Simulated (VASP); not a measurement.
# TiH (I4mm) in VASP: notebook, part 2 of 2

VASP 6.6.1. Earlier steps stand in the parts before.

## (3) Single point, LDA (mode 4 frozen in at -0.037 Å, normal strain along x +0.0467)

Input file INCAR:

```
SYSTEM = TiH
  PREC = Accurate
  ENCUT = 520
  EDIFF = 1E-7
  ISMEAR = 0
  SIGMA = 0.15
  LREAL = .FALSE.
  LASPH = .TRUE.
  NELM = 80
  ALGO = Normal
  ISIF = 2
  LWAVE = .FALSE.
  LCHARG = .TRUE.
  GGA = CA
  LELF = .TRUE.
  LVHAR = .TRUE.
  NBANDS = 14
```

Input file KPOINTS:

```
Automatic mesh
0
G
  18 18 18
  0 0 0
```

Input file POSCAR:

```
TiH
1.0
    0.0000000000      2.0516219871      2.0516219871
    2.1474327339      0.0000000000      2.0516219871
    2.1474327339      2.0516219871      0.0000000000
Ti H
1 1
Direct
   -0.0001909149      0.0001909149      0.0001909149
    0.5090659976      0.4909340024      0.4909340024
```

Potentials or basis: VASP PAW LDA potentials, release 64 (Ti_sv, H).

Run with:

```
$ cat potpaw_LDA.64/Ti_sv/POTCAR potpaw_LDA.64/H/POTCAR > POTCAR
$ mpirun -np 1 vasp_std > vasp.out
```

OUTCAR:

```text
SYSTEM = TiH
   PREC = Accurate
   ENCUT = 520
   EDIFF = 1E-7
   ISMEAR = 0
   LREAL = .FALSE.
   LASPH = .TRUE.
   NELM = 80
   ISIF = 2
   GGA = CA

 ion  position               nearest neighbor table
   1  1.000  0.000  0.000-
   2  0.509  0.491  0.491-

  LATTYP: Found a body centered tetragonal cell.
 ALAT       =     2.9014316390
 C/A-ratio  =     1.4802573357

  Lattice vectors:

 A1 = (   2.1474327339,   0.0000000000,   2.0516219871)
 A2 = (   2.1474327339,   0.0000000000,  -2.0516219871)
 A3 = (  -2.1474327339,   2.0516219871,   0.0000000000)

Analysis of symmetry for initial positions (statically):
=====================================================================
 Subroutine PRICEL returns:
 Original cell was already a primitive cell.

 Routine SETGRP: Setting up the symmetry group for a
 body centered tetragonal supercell.

 Subroutine GETGRP returns: Found  8 space group operations
 (whereof  8 operations were pure point group operations)
 out of a pool of 16 trial point group operations.

The static configuration has the point symmetry C_4v.

Analysis of symmetry for dynamics (positions and initial velocities):
=====================================================================
 Subroutine PRICEL returns:
 Original cell was already a primitive cell.

 Routine SETGRP: Setting up the symmetry group for a
 body centered tetragonal supercell.

 Subroutine GETGRP returns: Found  8 space group operations
 (whereof  8 operations were pure point group operations)
 out of a pool of 16 trial point group operations.

The dynamic configuration has the point symmetry C_4v.

 Subroutine INISYM returns: Found  8 space group operations
 (whereof  8 operations are pure point group operations),
 and found     1 'primitive' translations

----------------------------------------------------------------------------------------

                                     Primitive cell

  volume of cell :      18.0777

  direct lattice vectors                    reciprocal lattice vectors
[... 118 lines left out ...]
 non-spin polarized calculation
 Gauss-broadening in eV      SIGMA  =   0.15
  energy-cutoff  :      520.00
  volume of cell :       18.08
 maximum number of plane-waves:       507
 NGX is ok and might be reduce to    24
   NGX = 11   NGY = 11   NGZ = 11

 number of electron      12.9999997 magnetization

 Free energy of the ion-electron system (eV)
  ---------------------------------------------------
  ext. energy  EPLUGINS =         0.00000000
  ---------------------------------------------------
  free energy    TOTEN  =       -12.88846497 eV

  energy without entropy =      -12.86611621  energy(sigma->0) =      -12.87729059

 E-fermi :   8.6577     XC(G=0): -12.2440

 val. band max:        8.6570832986   @ k =  -0.3889   0.1667   0.0556
 cond. band min:       8.6586417264   @ k =  -0.2222   0.3889   0.3889
 fundamental gap:      0.0015584279
 Fermi energy:         8.6576948252

 k-point     1 :       0.0000    0.0000    0.0000
  band No.  band energies     occupation
      1     -47.3507      2.00000
      2     -23.6568      2.00000
      3     -23.6568      2.00000
      4     -23.6387      2.00000
      5      -0.7721      2.00000
      6       9.0726      0.00009
      7       9.4654      0.00000
      8       9.4654      0.00000
      9      10.5571      0.00000
     10      10.9689      0.00000
     11      19.5441      0.00000
     12      23.3996      0.00000
     13      24.5277      0.00000
     14      25.2869      0.00000
[... 377 lines left out ...]
      1     -47.2936      2.00000
      2     -23.9694      2.00000
      3     -23.7110      2.00000
      4     -23.6824      2.00000
      5       0.7946      2.00000
      6       8.1532      2.00000
      7       9.2539      0.00000
      8       9.5968      0.00000
      9      10.5559      0.00000
     10      11.1215      0.00000
     11      16.3379      0.00000
     12      22.3721      0.00000
     13      25.5907      0.00000
     14      26.9569      0.00000

 [... further k-points ...]

------------------------ aborting loop because EDIFF is reached ----------------------------------------

  FORCE on cell =-STRESS in cart. coord.  units (eV):
  Direction    XX          YY          ZZ          XY          YZ          ZX
  --------------------------------------------------------------------------------------
  -------------------------------------------------------------------------------------
  Total       -0.6666226     -0.7740868     -0.7740868      0.0000000      0.0000000     -0.0000000
  in kB      -59.0807994    -68.6050307    -68.6050307      0.0000000      0.0000000     -0.0000000
  external PRESSURE =     -65.4302870 kB  Pullay stress =       0.0000000 kB

 VOLUME and BASIS-vectors are now :
 -----------------------------------------------------------------------------
  energy-cutoff  :      520.00
  volume of cell :       18.08
      direct lattice vectors                 reciprocal lattice vectors
     0.000000000  2.051621987  2.051621987    -0.232836164  0.243709613  0.243709613
     2.147432734  0.000000000  2.051621987     0.232836164 -0.243709613  0.243709613
     2.147432734  2.051621987  0.000000000     0.232836164  0.243709613 -0.243709613

 POSITION                                       TOTAL-FORCE (eV/Angst)
 -----------------------------------------------------------------------------------
      0.00082      2.05162      2.05162        -0.053208      0.000000      0.000000
      2.10850      2.05162      2.05162         0.053208      0.000000      0.000000
 -----------------------------------------------------------------------------------
    total drift:                                0.000037     -0.000000     -0.000000

  FREE ENERGIE OF THE ION-ELECTRON SYSTEM (eV)
  ---------------------------------------------------
  free  energy   TOTEN  =       -12.8884649743 eV

  energy  without entropy=      -12.8661162065  energy(sigma->0) =      -12.87729059
```

OSZICAR:

```text
N       E                     dE             d eps       ncg     rms          rms(c)
DAV:   1     0.920693446070E+02    0.92069E+02   -0.64165E+03 13494   0.105E+03
DAV:   2    -0.100170852785E+02   -0.10209E+03   -0.98283E+02 13980   0.291E+02
DAV:   3    -0.143776256068E+02   -0.43605E+01   -0.43070E+01 17718   0.604E+01
DAV:   4    -0.144608122420E+02   -0.83187E-01   -0.83026E-01 15236   0.761E+00
DAV:   5    -0.144626008182E+02   -0.17886E-02   -0.17885E-02 15872   0.999E-01    0.107E+01
DAV:   6    -0.129269136024E+02    0.15357E+01   -0.19687E+00 15120   0.233E+01    0.236E+00
DAV:   7    -0.128900797748E+02    0.36834E-01   -0.15023E-01 15932   0.307E+00    0.129E+00
DAV:   8    -0.128878551274E+02    0.22246E-02   -0.36218E-02 14388   0.232E+00    0.325E-01
DAV:   9    -0.128884384446E+02   -0.58332E-03   -0.29330E-03 16612   0.561E-01    0.112E-01
DAV:  10    -0.128884673428E+02   -0.28898E-04   -0.19184E-04 14178   0.180E-01    0.510E-02
DAV:  11    -0.128884659189E+02    0.14239E-05   -0.48021E-05 14436   0.715E-02    0.105E-02
DAV:  12    -0.128884649720E+02    0.94683E-06   -0.22316E-06 16444   0.202E-02    0.420E-03
DAV:  13    -0.128884649743E+02   -0.22310E-08   -0.24658E-07 14292   0.619E-03
   1 F= -.12888465E+02 E0= -.12877291E+02  d E =-.223488E-01
```

stdout:

```text
POSCAR found type information on POSCAR TiH
 POSCAR found :  2 types and       2 ions
 scaLAPACK will be used
 LDA part: xc-table for (Slater(with rela. corr.)+CA(PZ))
 , standard interpolation
 POSCAR, INCAR and KPOINTS ok, starting setup
 FFT: planning ... GRIDC
 FFT: planning ... GRID_SOFT
 FFT: planning ... GRID
 WAVECAR not read
 entering main loop
```

It took 36 s on 1 thread of Intel Xeon 6975P-C (Granite Rapids), shared host; peak memory 0.23 GiB.

What came out:

- Free energy: -12.8885 eV
- Pressure: -6.5 GPa
- Largest force: 0.053 eV/Å
- Band gap on the k mesh: none (metal or under the smearing width)

Forces on the atoms (eV/Å):
```
Ti  -0.053  0.000  0.000
H    0.053  0.000  0.000
```
